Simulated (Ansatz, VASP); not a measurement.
## One calculation of AlN, two programs

INCAR

```
ALGO     = Normal         # electronic algorithm
EDIFF    = 1E-7           # SCF threshold, eV
ENCUT    = 520            # plane-wave cutoff, eV
GGA      = PE             # functional
ISIF     = 2              # what is computed and relaxed
ISMEAR   = 0              # smearing method
LASPH    = True           # aspherical terms in the spheres
LCHARG   = False          # write CHGCAR
LREAL    = False          # projectors in reciprocal space
LWAVE    = False          # write WAVECAR
NBANDS   = 16             # bands
NELM     = 100            # most SCF steps
PREC     = Accurate       # precision mode
SIGMA    = 0.05           # smearing width, eV
```

Contents of KPOINTS:

```
k-points
0
Gamma
  12 12 6
```

Contents of POSCAR:

```
AlN
1.0
    3.0643371193      0.0000000000      0.0000000000
   -1.5321685597      2.6537937911      0.0000000000
    0.0000000000      0.0000000000      4.8286600000
Al N
2 2
Direct
    0.3333333333      0.6666666667      0.0000000000
    0.6666666667      0.3333333333      0.5000000000
    0.3333333333      0.6666666667      0.3850000000
    0.6666666667      0.3333333333      0.8850000000
```

Input for Ansatz:

```yaml
crystal:
  lattice:
    - [3.0643371193, 0.0, 0.0]
    - [-1.5321685597, 2.6537937911, 0.0]
    - [0.0, 0.0, 4.82866]
  atoms:
    - { symbol: Al, position: [0.3333333333, 0.6666666667, 0.0] }
    - { symbol: Al, position: [0.6666666667, 0.3333333333, 0.5] }
    - { symbol: "N", position: [0.3333333333, 0.6666666667, 0.385] }
    - { symbol: "N", position: [0.6666666667, 0.3333333333, 0.885] }
basis:
  ecutwfc: 420
kpoints:
  mp_grid: { grid: [12, 12, 6] }
hamiltonian:
  xc: pbe
scf:
  occupations: { method: gaussian, width: 0.05 }
output:
  forces: true
  stress: true
  eigenvalues: true
```

Change from the starting cell: strain -0.015 along x and y, -0.030 along z, atoms carried along.

Alike in both runs: task single point; functional PBE; k mesh 12 × 12 × 6; occupations gaussian, width 0.05 eV; no spin polarisation.

```csv
,VASP,Ansatz
version,VASP 6.6.1,Ansatz 0.2.0
potentials or method,"VASP PAW PBE potentials, release 64 (Al, N)","scalar-relativistic, plane waves, PAW"
plane-wave cutoff (eV),520,420
valence electrons in the cell,16,16
```

```tsv
	VASP	Ansatz	Ansatz less VASP
gap on the k mesh at the Fermi level (eV)	4.67	4.65	-0.014
least direct gap on the mesh (eV)	4.67	4.65	-0.014
pressure (GPa)	17.8	18.1	+0.22
largest component of the traceless stress (GPa)	2.45	2.37	-0.076
rms of the force components (eV/Å)	0.036	0.036	+0.0001
```

Atom by atom the forces differ by 0.000 eV/Å (rms over components). The functional is the same, so the differences come from potentials, cutoffs and numerics.

Caveats: so large a pressure means that the cell lies far from this level's equilibrium, or that cutoff or potentials fall short (VASP). A k mesh can miss the band edges.
